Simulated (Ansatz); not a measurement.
GeTe (alpha-GeTe type, space group R3m)

Space group R3m, hexagonal axes (No. 160); a = b = 4.2271 Å, c = 10.9201 Å, α = β = 90.00°, γ = 120.00°

| atom | site | symmetry | x | y | z |
|---|---|---|---|---|---|
| Ge | 3a | 3m | 0.0000 | 0.0000 | 0.7658 |
| Te | 3a | 3m | 0.0000 | 0.0000 | 0.2342 |
(The calculation used a cell of 2 atoms; values per cell refer to that cell.)

This relaxed cell (volume V₀) is scaled evenly in all directions, its shape held. The atoms relax within the cell's symmetry.

These are PBE (plane waves to 420 eV, PAW, scalar-relativistic; Ansatz, an electronic-structure program) values and carry that method's errors. k mesh 10×10×10 (Γ-centred), Fermi-Dirac smearing 0.05 eV. Energies are smeared free energies. Stress and pressure are positive under compression. With the shape held, the modulus is that of even scaling; a crystal free to change shape is softer. GeTe was relaxed with its symmetry unable to fall. Spin-orbit coupling is left out, though Te is heavy. The PAW data are Ansatz's earlier set. The zero of ΔE is the relaxed starting cell.

The scan covers V/V₀ from 0.840 to 1.160 in 11 points.

### Question
What is the fitted pressure derivative B₀′?

### Answer
4.9.

### Question
What bulk modulus at fixed cell shape B₀ follows from a third-order Birch-Murnaghan fit?

### Answer
35.2 GPa.

(Under strain, the slope of the energy per volume gives the stress and its curvature an elastic modulus.)
